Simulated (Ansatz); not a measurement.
# LiBr: strong compression

One table from this session's results is given with a row withheld; the runs are named, their logs left out.

Computed with Ansatz 0.2.0 (DFT PBE, with the methods named in each step, unless a step's input says otherwise).

### The system as given

The structure is cubic, space group Fm-3m (No. 225). Conventional cell: a = 4.915 Å, b = 4.915 Å, c = 4.915 Å, α = 90.00°, β = 90.00°, γ = 90.00°. Li (site symmetry m-3m) has 6 Br at 2.46 Å in its first shell of neighbours. Br (site symmetry m-3m) is surrounded by 6 Li at 2.46 Å.

Coordinates:

```cif
data_structure
_symmetry_space_group_name_H-M 'P 1'
_symmetry_Int_Tables_number 1
_cell_length_a 3.4751
_cell_length_b 3.4751
_cell_length_c 3.4751
_cell_angle_alpha 60.000
_cell_angle_beta 60.000
_cell_angle_gamma 60.000
_cell_volume 29.67
loop_
_atom_site_label
_atom_site_type_symbol
_atom_site_fract_x
_atom_site_fract_y
_atom_site_fract_z
_atom_site_occupancy
Li1 Li 0.00000 0.00000 0.00000 1
Br1 Br 0.50000 0.50000 0.50000 1
```

Whether this phase is the stable one at these pressures isn't tested.

Atoms are numbered in the order of the input: Li1, Br2.

Set-up of the first run:

The input, input.yaml:

```yaml
crystal:
  lattice:
    - [0.0, 2.4572554004, 2.4572554004]
    - [2.4572554004, 0.0, 2.4572554004]
    - [2.4572554004, 2.4572554004, 0.0]
  atoms:
    - { symbol: Li, position: [0.0, 0.0, 0.0] }
    - { symbol: Br, position: [0.5, 0.5, 0.5] }
kpoints:
  mp_grid: { grid: [13, 13, 13] }
scf:
  occupations: { method: fermi_dirac, width: 0.05 }
hamiltonian:
  xc: pbe
  pseudopotentials: { kind: paw }
output:
  forces: true
  stress: true
relax:
  f_tol: 0.005
  max_steps: 40
  cell: {}
```

On the command line:

```
ansatz run input.yaml --threads 1 --pin off --max-ram 2048MiB --backend cpu --events-out ev --progress --plain --runs-dir out
```

Among the steps run: Cell relaxed at zero pressure, PAW; Volume scaled by 1, PAW; Volume scaled by 0.9, PAW; Volume scaled by 0.9, PAW (source ansatz); Volume scaled by 0.8, PAW; Volume scaled by 0.7, PAW; Volume scaled by 0.6, PAW; Volume scaled by 0.5, PAW; Volume scaled by 0.4, PAW; Volume scaled by 0.4, PAW (level accurate).

One table of the session follows, with a row left open; its other results are not shown here.

```
              method  volume over the first  volume (Å³/atom)  pressure (GPa)  gap on the k mesh (eV)
                 PAW                      1            20.906            0.02                    4.91
                 PAW                    0.9            18.815            3.44                    5.41
                 PAW                    0.8            16.725            9.40                    5.73
                 PAW                    0.7            14.634           20.06                    5.75
                 PAW                    0.6            12.543           40.05                    5.60
                 PAW                    0.5                 ?               ?                       ?
                 PAW                    0.4             8.362          169.98                    2.99
PAW (level accurate)                    0.4             8.362          169.59                    3.01
 PAW (source ansatz)                    0.9            18.815            3.44                    5.41
```

**Question.** Estimate the row for PAW, 0.5.

**Answer.** volume (Å³/atom): 10.453; pressure (GPa): 80.23; gap on the k mesh (eV): 4.61. In the column «volume (Å³/atom)» it lies between PAW (level accurate), 0.4 (8.362) and PAW, 0.6 (12.543).
